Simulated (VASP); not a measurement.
Input of a VASP 6.6.1 run:

File INCAR:

```
SYSTEM = CdTe
  PREC = Accurate
  ENCUT = 520
  EDIFF = 1E-6
  ISMEAR = 0
  SIGMA = 0.02
  LREAL = .False.
  LASPH = .True.
  NELM = 80
  ALGO = Fast
  ISIF = 2
  LWAVE = .False.
  LCHARG = .False.
  GGA = PE
  LOPTICS = .True.
  NBANDS = 57
  NEDOS = 2000
  CSHIFT = 0.1
```

Contents of KPOINTS:

```
regular mesh
0
Gamma
  7 7 7
  0 0 0
```

The input POSCAR:

```
CdTe
1.0
    0.0000000000      3.2050000000      3.2050000000
    3.2050000000      0.0000000000      3.2050000000
    3.2050000000      3.2050000000      0.0000000000
Te Cd
1 1
Direct
    0.7500000000      0.7500000000      0.7500000000
    0.0000000000      0.0000000000      0.0000000000
```

Potentials or basis: VASP PAW PBE potentials, release 64 (Te, Cd).

The run is started by

```sh
$ cat potpaw_PBE.64/Te/POTCAR potpaw_PBE.64/Cd/POTCAR > POTCAR
$ mpirun -np 1 vasp_std > vasp.out
```

**Question.** What does it give for the pressure?

**Answer.** 4.4 GPa.

**Question.** Predict the band gap on the k mesh.

**Answer.** 0.87 eV, direct.

Dielectric function (mean over the directions given):
| energy (eV) | real part | imaginary part |
| --- | --- | --- |
| 0.29 | 11.24 | 0.24 |
| 1.25 | 8.20 | 0.91 |
| 2.30 | 10.79 | 2.83 |
| 3.35 | 12.64 | 7.00 |
| 4.41 | 9.57 | 17.42 |
| 5.36 | 1.33 | 5.14 |
| 6.42 | -1.91 | 4.42 |
| 7.47 | -3.02 | 3.04 |
| 8.52 | -1.27 | 2.04 |
| 9.58 | -1.16 | 1.20 |
| 10.54 | -0.74 | 0.99 |
| 11.59 | -0.38 | 0.88 |
| 12.64 | 0.01 | 0.58 |
| 13.70 | 0.17 | 0.61 |
| 14.75 | 0.00 | 0.36 |
| 15.71 | 0.26 | 0.42 |
| 16.76 | 0.35 | 0.40 |
| 17.81 | 0.46 | 0.41 |
| 18.87 | 0.54 | 0.29 |
| 19.92 | 0.50 | 0.40 |

Caveat: spectra need much finer meshes, so this one isn't converged; independent-particle spectra lack excitons; spin-orbit coupling is left out, which moves the levels of the heavy elements.

**Experimental background.**

A printed reference work, data compilation reports, for a bulk crystal of CdTe at 0 K: band gap 1.607 eV.

Against the measured gap of CdTe, 1.607 eV (0 K; a printed reference work, data compilation), the calculated 0.87 eV is off by -0.73 eV. Spin-orbit coupling on Cd, Te is left out. The value is that of PBE, without temperature or zero-point motion. Semilocal functionals fall short of measured gaps as a rule.
